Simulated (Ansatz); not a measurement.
**ZrO2: the gap under pressure**

ZrO2, Fm-3m, a = 5.064 Å. This isn't the usual stable structure of the compound. Ansatz: PBEsol, PAW, 420 eV, Γ-centred 8×8×8 mesh on 3 atoms, Gaussian smearing 0.02 eV; no spin polarisation. Cell and atoms are relaxed at each pressure, and no other structure is tried, so the rows at high pressure may lie past a change of phase. The gap is sought over the whole zone. The pressures are the targets, met within 0.06 GPa.

| P (GPa) | gap y (eV) |
| --- | --- |
| -2.0 | ? |
| 0.0 | 3.329 |
| 2.0 | 3.349 |
| 5.0 | 3.378 |
| 10.0 | 3.422 |
| 20.0 | 3.502 |
| 40.0 | 3.632 |

Problem. Fit y = E0 + αP + βP² to the other rows and predict the missing gap.

Solution. Least squares on the rows shown. y = 3.3297 + 0.0097388 P − 5.4639×10⁻⁵ P². So α = 9.7 meV/GPa at zero pressure. At P = -2.0 the fit asked for gives 3.310 eV. The run gave 3.308 eV, so the fit is 0.002 eV too high, a small miss on the scale of the series.

Semilocal functionals give gaps under the measured ones; changes of the gap mostly carry over better.